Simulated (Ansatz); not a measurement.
# GaCo (Pm-3m) in Ansatz: notebook

One crystal, GaCo, is run at these levels: PBEsol+D3(BJ); tasks: band structure.

Everything below comes from runs of Ansatz 0.2.0. Logs are shortened: lines on timing, memory, paths and dates and some standing lists are left out, and cuts for length are marked.

### 1 Starting point

The structure is cubic, space group Pm-3m (No. 221). Conventional cell: a = 2.878 Å, b = 2.878 Å, c = 2.878 Å, α = 90.00°, β = 90.00°, γ = 90.00°. Ga (site symmetry m-3m) is surrounded by 8 Co at 2.49 Å. Around Co (site symmetry m-3m) lie 8 Ga at 2.49 Å.

### 2 Band structure, PBEsol+D3(BJ), collinear spin, ferromagnetic start

run.py reads:

```python
import json

import ase.io
import numpy as np

import ansatz as az

atoms = ase.io.read("GaCo.cif")
atoms.info.pop("occupancy", None)
atoms.set_initial_magnetic_moments([0.0, 2.0])

calculation = (
    az.Crystal.from_ase(atoms)
    .calculation()
    .kpoints(9, 9, 9)
    .functional("pbesol", dispersion="d3bj")
    .pseudopotentials(kind="paw", source="jth", xc_functional="pbe")
    .spin("collinear")
    .scf(extra_bands=6)
    .occupations(method="fermi_dirac", width=0.05)
    .band_structure(path=(((0.0, 0.0, 0.0), (0.0, 0.5, 0.0), (0.5, 0.5, 0.0), (0.0, 0.0, 0.0), (0.5, 0.5, 0.5),
        (0.0, 0.5, 0.0)), ((0.5, 0.5, 0.0), (0.5, 0.5, 0.5))), intervals=14)
    .density()
    .potential()
    .output_files(volumetric_format="npy")
    .fat_bands()
    .electron_localization_function()
    .forces()
    .stress()
    .band_table(publish=True)
)
outcome = calculation.run(threads=2, events_out="events.jsonl")

report = outcome.report
for line in open("events.jsonl"):
    event = json.loads(line)
    if event["event"] == "scf_iter":
        d = event["data"]
        print(f"SCF {d['iter']:3d}  HF = {d['harris_foulkes_ev']:.6f} eV  dr2 = {d['dr2_ev']:.2e} eV")
    elif event["event"] in ("relax_step", "md_step"):
        d = event["data"]
        print(f"{event['event']} {d['step']:3d}  E = {d['lagrangian_ev']:.6f} eV")
np.set_printoptions(precision=5, suppress=True, linewidth=110)
print("converged:", report["converged"], "after", report["n_iterations"], "iterations")
print(f"free energy {report['free_energy_ev']:.6f} eV, Fermi level {report['fermi_energy_ev']:.4f} eV")
for key in ("band_edges_ev", "magnetization_mub", "site_moments_mub", "site_moments_nc_mub", "forces_ev_ang",
                "stress_gpa", "kpoints_frac", "eigenvalues_ev"):
    if report.get(key) is not None:
        print(key, np.array(report[key]), sep="\n")
```

GaCo.cif reads:

```cif
data_GaCo
_cell_length_a 2.87800000
_cell_length_b 2.87800000
_cell_length_c 2.87800000
_cell_angle_alpha 90.00000000
_cell_angle_beta 90.00000000
_cell_angle_gamma 90.00000000
_space_group_name_H-M_alt 'P1'
_space_group_name_Hall 'P 1'
_space_group_IT_number 1
loop_
_space_group_symop_operation_xyz
'x,y,z'
loop_
_atom_site_label
_atom_site_type_symbol
_atom_site_symmetry_multiplicity
_atom_site_Wyckoff_symbol
_atom_site_fract_x
_atom_site_fract_y
_atom_site_fract_z
_atom_site_occupancy
Ga1 Ga 1 a 0.5000000000 0.5000000000 0.5000000000 1
Co1 Co 1 a 0.0000000000 0.0000000000 0.0000000000 1
```

Potentials or basis: JTH PAW.

Command:

```sh
$ python run.py
```

The program printed:

```text
DeckWarning: basis.ecutwfc = 3600 eV, auto-derived from the records' recommended cutoffs: set by Ga (normal level)
DeckWarning: pseudopotentials/Ga.paw.azcp: the checks of this Ga dataset prove no rule for summing its radial tables, as where they were carried onto another mesh than they were made on, and Gregory's rule is taken, under which a leading mesh point left out moves its sums only by what lay on the interval it spanned. That does not make them correct, and they differ from Quantum ESPRESSO's on this file; a re-export a fr [...]
DeckWarning: pseudopotentials/Co.paw.azcp: the checks of this Co dataset prove no rule for summing its radial tables, as where they were carried onto another mesh than they were made on, and Gregory's rule is taken, under which a leading mesh point left out moves its sums only by what lay on the interval it spanned. That does not make them correct, and they differ from Quantum ESPRESSO's on this file; a re-export a fr [...]
PlacementWarning: RAYON_NUM_THREADS=2 ignored (pool sized by the plan → 2); use plan(threads=…)
RunWarning: the starting moments were not kept: the SCF closed with an absolute magnetisation of 1.6e-6 μB, where they sum to 2 μB in size (1 site). That is at most 0.1 of that sum. Measured as dr2_m measures the in/out step, that magnetisation stands 3.4e-12 eV from none, at or under the dr2_threshold of 1.0e-7 eV: it is no larger than a step whose dr2_m would equal this threshold. The system may hold no moment; this SCF shows  [...]
SCF   1  HF = -8836.546386 eV  dr2 = 3.34e+00 eV
SCF   2  HF = -8835.757200 eV  dr2 = 4.44e-01 eV
SCF   3  HF = -8835.685145 eV  dr2 = 8.28e-01 eV
SCF   4  HF = -8835.478986 eV  dr2 = 9.92e-03 eV
SCF   5  HF = -8835.490801 eV  dr2 = 3.00e-03 eV
SCF   6  HF = -8835.501418 eV  dr2 = 1.08e-03 eV
SCF   7  HF = -8835.502018 eV  dr2 = 1.13e-03 eV
SCF   8  HF = -8835.502272 eV  dr2 = 1.72e-04 eV
SCF   9  HF = -8835.502282 eV  dr2 = 3.25e-07 eV
SCF  10  HF = -8835.502282 eV  dr2 = 1.88e-06 eV
SCF  11  HF = -8835.502282 eV  dr2 = 2.50e-08 eV
SCF  12  HF = -8835.502282 eV  dr2 = 1.85e-10 eV
SCF  13  HF = -8835.502282 eV  dr2 = 9.95e-11 eV
converged: True after 13 iterations
free energy -8835.502282 eV, Fermi level 17.9817 eV
magnetization_mub
1.4838502622183114e-06
site_moments_mub
[-0.  0.]
forces_ev_ang
[[ 0. -0.  0.]
 [-0.  0. -0.]]
stress_gpa
[[-12.46979   0.        0.     ]
 [  0.      -12.46979   0.     ]
 [  0.        0.      -12.46979]]
kpoints_frac
[[0.      0.      0.     ]
 [0.      0.      0.11111]
 [0.      0.      0.22222]
 [0.      0.      0.33333]
 [0.      0.      0.44444]
 [0.      0.11111 0.11111]
 [0.      0.11111 0.22222]
[... 25 lines left out ...]
 [0.33333 0.33333 0.44444]
 [0.33333 0.44444 0.44444]
 [0.44444 0.44444 0.44444]]
eigenvalues_ev
[[-76.40157 -39.8423  -39.8423  ...  29.00472  29.00472  30.44624]
 [-76.40125 -39.84685 -39.84193 ...  29.04511  29.7274   31.87092]
 [-76.40046 -39.85837 -39.84099 ...  29.16512  30.13643  35.71574]
 ...
 [-76.39502 -39.87391 -39.86503 ...  24.42618  25.14714  27.70933]
 [-76.39445 -39.87308 -39.87303 ...  23.52     25.83603  25.8734 ]
 [-76.39388 -39.87227 -39.8722  ...  23.56287  23.56287  24.23033]]
```

Run time: 65 s. Hardware: 2 threads of Arm Neoverse V1, shared host; peak memory 1.4 GiB.

What came out:

| Quantity | Value |
| --- | --- |
| Free energy | -8835.5023 eV |
| Pressure | -12.5 GPa |
| Band gap on the k mesh | none (metal or under the smearing width) |
| Net moment | 0.00 μB per cell |
| Absolute moment | 0.00 μB per cell |

Levels at the corners of the path, in eV from the Fermi level:
Spin up:
```csv
point,band 12,band 13,band 14,band 15,band 16,band 17,band 18,band 19
Γ,-2.55,-0.70,-0.70,-0.70,5.17,5.17,5.17,11.02
X,-2.33,-1.72,-1.72,-0.69,0.11,10.64,10.64,11.56
M,-3.14,-2.47,-1.19,-1.19,-0.23,2.30,3.15,11.52
Γ,-2.55,-0.70,-0.70,-0.70,5.17,5.17,5.17,11.02
R,-4.08,-0.20,-0.20,0.64,3.82,3.82,3.82,4.81
X,-2.33,-1.72,-1.72,-0.69,0.11,10.64,10.64,11.56
M,-3.14,-2.47,-1.19,-1.19,-0.23,2.30,3.15,11.52
R,-4.08,-0.20,-0.20,0.64,3.82,3.82,3.82,4.81
```
Spin down:
```csv
point,band 11,band 12,band 13,band 14,band 15,band 16,band 17,band 18,band 19,band 20
Γ,-2.55,-2.55,-0.70,-0.70,-0.70,5.17,5.17,5.17,11.02,11.02
X,-6.90,-2.33,-1.72,-1.72,-0.69,0.11,10.64,10.64,11.56,12.55
M,-3.14,-3.14,-2.47,-1.19,-1.19,-0.23,2.30,3.15,11.52,15.15
Γ,-2.55,-2.55,-0.70,-0.70,-0.70,5.17,5.17,5.17,11.02,11.02
R,-4.08,-4.08,-0.20,-0.20,0.64,3.82,3.82,3.82,4.81,4.81
X,-6.90,-2.33,-1.72,-1.72,-0.69,0.11,10.64,10.64,11.56,12.55
M,-3.14,-3.14,-2.47,-1.19,-1.19,-0.23,2.30,3.15,11.52,15.15
R,-4.08,-4.08,-0.20,-0.20,0.64,3.82,3.82,3.82,4.81,4.81
```

Caveat: the starting moments collapsed, and a magnetic state may lie lower; pairwise dispersion overbinds metals, which lowers pressure and volume; the starting moments weren't kept.

### 3 Band structure, PBEsol+D3(BJ), collinear spin, ferromagnetic start

input.yaml reads:

```yaml
crystal:
  lattice:
    - [2.878, 0.0, 0.0]
    - [0.0, 2.878, 0.0]
    - [0.0, 0.0, 2.878]
  atoms:
    - { symbol: Ga, position: [0.5, 0.5, 0.5] }
    - { symbol: Co, position: [0.0, 0.0, 0.0], spin: 2.0 }
hamiltonian:
  xc: pbesol
  pseudopotentials: { kind: paw, source: jth, xc_functional: pbe }
  dispersion: d3bj
magnetization:
  spin_polarized: true
kpoints:
  mp_grid: { grid: [9, 9, 9] }
  band_path:
    path:
      - [[0.0, 0.0, 0.0], [0.0, 0.5, 0.0], [0.5, 0.5, 0.0], [0.0, 0.0, 0.0], [0.5, 0.5, 0.5], [0.0, 0.5, 0.0]]
      - [[0.5, 0.5, 0.0], [0.5, 0.5, 0.5]]
    npoints: 14
scf:
  occupations: { method: fermi_dirac, width: 0.05 }
  n_extra_bands: 6
output:
  forces: true
  stress: true
  eigenvalues: true
  fatbands: true
  write_density: true
  write_potential: true
  elf: true
  volumetric_format: npy
```

Potentials or basis: JTH PAW.

Command:

```sh
$ ansatz run input.yaml --threads 2 --pin off --max-ram 5120MiB --backend cpu --events-out ev --progress --plain --runs-dir out
```

It took 60 s on 2 threads of Arm Neoverse V1, shared host; peak memory 1.3 GiB.

Results (log left out):

```
Free energy            : -8835.5023 eV
Pressure               : -12.5 GPa
Band gap on the k mesh : none (metal or under the smearing width)
Net moment             : 0.00 μB per cell
Absolute moment        : 0.00 μB per cell
```

Levels at the corners of the path, in eV from the Fermi level:
Spin up:
| point | band 12 | band 13 | band 14 | band 15 | band 16 | band 17 | band 18 | band 19 |
| --- | --- | --- | --- | --- | --- | --- | --- | --- |
| Γ | -2.55 | -0.70 | -0.70 | -0.70 | 5.17 | 5.17 | 5.17 | 11.02 |
| X | -2.33 | -1.72 | -1.72 | -0.69 | 0.11 | 10.64 | 10.64 | 11.56 |
| M | -3.14 | -2.47 | -1.19 | -1.19 | -0.23 | 2.30 | 3.15 | 11.52 |
| Γ | -2.55 | -0.70 | -0.70 | -0.70 | 5.17 | 5.17 | 5.17 | 11.02 |
| R | -4.08 | -0.20 | -0.20 | 0.64 | 3.82 | 3.82 | 3.82 | 4.81 |
| X | -2.33 | -1.72 | -1.72 | -0.69 | 0.11 | 10.64 | 10.64 | 11.56 |
| M | -3.14 | -2.47 | -1.19 | -1.19 | -0.23 | 2.30 | 3.15 | 11.52 |
| R | -4.08 | -0.20 | -0.20 | 0.64 | 3.82 | 3.82 | 3.82 | 4.81 |
Spin down:
| point | band 12 | band 13 | band 14 | band 15 | band 16 | band 17 | band 18 | band 19 |
| --- | --- | --- | --- | --- | --- | --- | --- | --- |
| Γ | -2.55 | -0.70 | -0.70 | -0.70 | 5.17 | 5.17 | 5.17 | 11.02 |
| X | -2.33 | -1.72 | -1.72 | -0.69 | 0.11 | 10.64 | 10.64 | 11.56 |
| M | -3.14 | -2.47 | -1.19 | -1.19 | -0.23 | 2.30 | 3.15 | 11.52 |
| Γ | -2.55 | -0.70 | -0.70 | -0.70 | 5.17 | 5.17 | 5.17 | 11.02 |
| R | -4.08 | -0.20 | -0.20 | 0.64 | 3.82 | 3.82 | 3.82 | 4.81 |
| X | -2.33 | -1.72 | -1.72 | -0.69 | 0.11 | 10.64 | 10.64 | 11.56 |
| M | -3.14 | -2.47 | -1.19 | -1.19 | -0.23 | 2.30 | 3.15 | 11.52 |
| R | -4.08 | -0.20 | -0.20 | 0.64 | 3.82 | 3.82 | 3.82 | 4.81 |

Caveat: the starting moments collapsed, and a magnetic state may lie lower; pairwise dispersion overbinds metals, which lowers pressure and volume; the starting moments weren't kept.
